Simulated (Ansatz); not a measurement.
Structure types of Sr compared at 12 GPa

Structure types of Sr are relaxed in primitive cells with their symmetry kept at 12 GPa, first on PAW files, then by LAPW. The enthalpy is E + pV at zero temperature, without zero-point motion. Only the types listed were tried, and differences under about 5 meV/atom are mesh noise. The real phase may be another.

Level of theory: DFT with PBE, scalar-relativistic, in Ansatz 0.2.0; Fermi–Dirac smearing of 0.1 eV, no spin polarisation. LAPW: all electrons, basis error target 0.5 meV/atom; PAW: frozen-core files, cutoff 420 eV.

k meshes: fcc 13×13×13, bcc 13×13×13, hcp 12×12×7, simple hexagonal 13×13×12, diamond 10×10×10, omega 7×7×9.

Order the types by LAPW enthalpy, lowest first.
A. omega
B. diamond
C. bcc
D. simple hexagonal
E. hcp
F. fcc

C (0 meV/atom), E (31 meV/atom), F (40 meV/atom), A (78 meV/atom), D (162 meV/atom), B (1335 meV/atom).

```
      start type                   ends as          a, b, c (Å)  V (Å³/atom)  H − H(lowest), LAPW (meV/atom)  same, PAW
             fcc                fcc, Fm-3m  5.131, 5.131, 5.131        33.77                            40.3       40.3
             bcc                bcc, Im-3m  4.062, 4.062, 4.062        33.50                             0.0        0.0
             hcp             hcp, P6_3/mmc  3.601, 3.601, 5.963        33.48                            31.2       31.2
simple hexagonal  simple hexagonal, P6/mmm  3.454, 3.454, 3.148        32.51                           162.3      162.3
         diamond            diamond, Fd-3m  6.266, 6.266, 6.266        30.75                          1335.2     1334.6
           omega             omega, P6/mmm  5.836, 5.836, 3.415        33.58                            77.6       77.5
```

Split the lead of bcc over hcp into energy and pV.

For hcp less bcc: ΔE = +32.5 meV/atom, and p·ΔV = 12 GPa × -0.0175 Å³ × 6.242 meV/(GPa·Å³) = -1.3 meV/atom, together 31.2 meV/atom. bcc wins by its internal energy, though it is the less dense.
